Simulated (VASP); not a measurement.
```
CELL_PARAMETERS angstrom
      0.00000     2.45951     2.45951
      2.45951     0.00000     2.45951
      2.45951     2.45951     0.00000
ATOMIC_POSITIONS crystal
  In 0.00000 0.00000 0.00000
  N  0.25000 0.25000 0.25000
```

Computed with PBEsol GGA, VASP's PBE PAW potentials (set 64) (plane waves; VASP). Settings: 520 eV cut-off, 8×8×8 Γ-centred mesh, Gaussian smearing of 0.050 eV, potentials In_d N.

Energy and stress use the plane-wave basis of the starting cell.

Question: The ions, cell shape and volume are relaxed. Predict the relaxed structure.

Answer: 
```
CELL_PARAMETERS angstrom
      0.00000     2.49476     2.49476
      2.49476     0.00000     2.49476
      2.49476     2.49476     0.00000
ATOMIC_POSITIONS crystal
  In 0.00000 0.00000 0.00000
  N  0.25000 0.25000 0.25000
```
Space group F-43m (216), at a tolerance of 0.03 Å.

Question: How do energy and volume change from the first to the last step?

Answer: The energy (σ→0) changes by -12.2 meV/atom and the volume by +4.4 %, in 3 ionic steps.

| step | E(σ→0) (eV) | max force (eV/Å) | pressure (GPa) | volume (Å³) |
|---|---|---|---|---|
| 1 | -11.5311 | 0.000 | 6.29 | 29.76 |
| 2 | -11.5341 | 0.000 | -5.12 | 32.34 |
| 3 | -11.5555 | 0.000 | -0.01 | 31.05 |

The structure was generated: InN was put into the zinc blende type (F-43m), which need not be its known phase. This run relaxes it. Symmetry was kept, so distortions that lower it aren't found.
